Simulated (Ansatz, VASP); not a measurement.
## Mg: VASP beside Ansatz

File INCAR:

```
SYSTEM = Mg
ALGO     = Normal         ! electronic algorithm
EDIFF    = 1E-7           ! SCF threshold, eV
ENCUT    = 520            ! plane-wave cutoff, eV
GGA      = RP             ! functional
ISIF     = 2              ! what is computed and relaxed
ISMEAR   = -1             ! smearing method
LASPH    = .True.         ! aspherical terms in the spheres
LCHARG   = .False.        ! write CHGCAR
LREAL    = .False.        ! projectors in reciprocal space
LWAVE    = .False.        ! write WAVECAR
NBANDS   = 10             ! bands
NELM     = 60             ! most SCF steps
PREC     = Accurate       ! precision mode
SIGMA    = 0.1            ! smearing width, eV
```

File KPOINTS:

```
k-points
0
Gamma
  8 8 11
  0 0 0
```

Contents of POSCAR:

```
Mg
1.0
    5.0189588789      0.0000000000      0.0000000000
   -2.5094794394      4.3465458897      0.0000000000
    0.0000000000      0.0000000000      3.0444701141
Mg
3
Direct
    0.0000000000      1.0000000000      0.0000000000
    0.3333333333      0.6666666667      0.5000000000
    0.6666666667      0.3333333333      0.5000000000
```

Input for Ansatz:

```yaml
crystal:
  lattice:
    - [5.0189588789, 0.0, 0.0]
    - [-2.5094794394, 4.3465458897, 0.0]
    - [0.0, 0.0, 3.0444701141]
  atoms:
    - { symbol: Mg, position: [0.0, 1.0, 0.0] }
    - { symbol: Mg, position: [0.3333333333, 0.6666666667, 0.5] }
    - { symbol: Mg, position: [0.6666666667, 0.3333333333, 0.5] }
hamiltonian:
  xc: rpbe
  pseudopotentials:
    kind: paw
    azcp:
      Mg: "pseudopotentials/Mg.paw.azcp"
basis:
  ecutwfc: 420
  fft_grid_basis: typed
kpoints:
  mp_grid: { grid: [8, 8, 11], shift: [0, 0, 0] }
magnetization:
  spin_polarized: false
scf:
  occupations: { method: fermi_dirac, width: 0.1 }
  lower_state_search: "off"
output:
  stress: true
```

Alike in both runs: task single point; functional RPBE; k mesh 8 × 8 × 11; occupations fermi-dirac, width 0.1 eV; no spin polarisation.

```csv
,VASP,Ansatz
version,VASP 6.6.1,Ansatz 0.2.0
potentials or method,"VASP PAW PBE potentials, release 64 (Mg)","plane waves (420 eV) with PAW, scalar-relativistic"
plane-wave cutoff (eV),520,420
valence electrons in the cell,6,30
```

```csv
,VASP,Ansatz,Ansatz less VASP
pressure (GPa),2.9,3.2,+0.20
largest component of the traceless stress (GPa),0.09,0.09,0.000
```

The two sets of potentials don't hold the same shells in valence.

Caveats: the PAW data sets were made with another functional, which shifts forces and pressure a little (VASP).
